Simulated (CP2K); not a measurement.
TaS2, 3 atoms in the cell. Symmetry: P-3m1, No. 164, trigonal system. The conventional cell has a = 3.350 Å, b = 3.350 Å, c = 5.860 Å, α = 90.00°, β = 90.00°, γ = 120.00°. Ta (site symmetry -3m) has 6 S at 2.43 Å as nearest neighbours. Around S (site symmetry 3m) lie 3 Ta at 2.43 Å. 

```yaml
Program: CP2K 2026.2
Task: single point
Functional: PBE
Potentials_or_basis: GTH_POTENTIALS Ta GTH-PBE-q13, S GTH-PBE-q6; DZVP-MOLOPT-SR-GTH basis
Density_cutoff: 6123 eV
k_mesh: 7 × 7 × 4
Occupations: fermi-dirac, width 0.05 eV
Spin: no spin polarisation
Hubbard_terms: Ta d U = 4.0 eV
SCF_solver: diagonalisation with k points
Quickstep_method: GPW
EPS_DEFAULT: 1.0E-10
EPS_SCF: 1.0E-6
MAX_SCF: 100
SCF_GUESS: ATOMIC
k_points_reduced_by_the_point_group: yes
Mesh_centred_on_Gamma: yes
CHOLESKY: OFF
EPS_EIGVAL: 1.0E-7
MIXING_METHOD: BROYDEN_MIXING
MIXING_ALPHA: 0.4
NBUFFER: 8
NGRIDS: 4
Basis_sets: Ta DZVP-MOLOPT-SR-GTH-q13, S DZVP-MOLOPT-SR-GTH-q6
Potentials: Ta GTH-PBE-q13 of GTH_POTENTIALS, S GTH-PBE-q6 of GTH_POTENTIALS
ADDED_MOS: "[15]"
PLUS_U_METHOD: MULLIKEN
REL_CUTOFF_Ry: 60 Ry
MIXING_BETA_1/bohr: 1.5 1/bohr
CUTOFF_of_the_grids: 450 Ry
```

Potentials or basis: GTH_POTENTIALS Ta GTH-PBE-q13, S GTH-PBE-q6; DZVP-MOLOPT-SR-GTH basis.

The run is started by

```bash
$ OMP_NUM_THREADS=1 cp2k.psmp -i tas2_scf.inp -o tas2_scf.out
```

Hardware: 1 thread of Arm Neoverse V2, with other jobs on the host.

**Question.** Estimate the wall time of this run.

**Answer.** Run time: 29 s on 1 thread of Arm Neoverse V2, on a shared host, peak memory 0.29 GiB. Counts: scf iterations 18, k points 28, basis 52, bands 28, force evaluations 1.
